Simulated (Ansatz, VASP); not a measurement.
**Two plane-wave programs on ZnAu**

```
Zn Au
1.0
     3.14700    0.00000    0.00000
     0.00000    3.14700    0.00000
     0.00000    0.00000    3.14700
Zn Au
1 1
Direct
  0.50000 0.50000 0.50000
  0.00000 0.00000 0.00000
```

Alike in both runs: task single point; functional BLYP; k mesh 10 × 10 × 10; occupations fermi-dirac, width 0.1 eV; no spin polarisation.

|  | VASP | Ansatz |
| --- | --- | --- |
| version | VASP 6.6.1 | Ansatz 0.2.0 |
| potentials or method | VASP PAW PBE potentials, release 64 (Zn, Au) | plane waves, PAW |
| plane-wave cutoff (eV) | 520 | 612 |
| valence electrons in the cell | 23 | 31 |

```csv
,VASP,Ansatz,Ansatz less VASP
pressure (GPa),14.3,13.6,-0.76
```

With one functional, cell and mesh, what is left measures potentials, basis and numerics. The two sets of potentials don't hold the same shells in valence. Ansatz warned: «stress_scf_threshold_loose».

Caveats: the PAW data sets were made with another functional, which shifts forces and pressure a little (VASP). The runs have no spin-orbit coupling, so splittings on Au are missing.
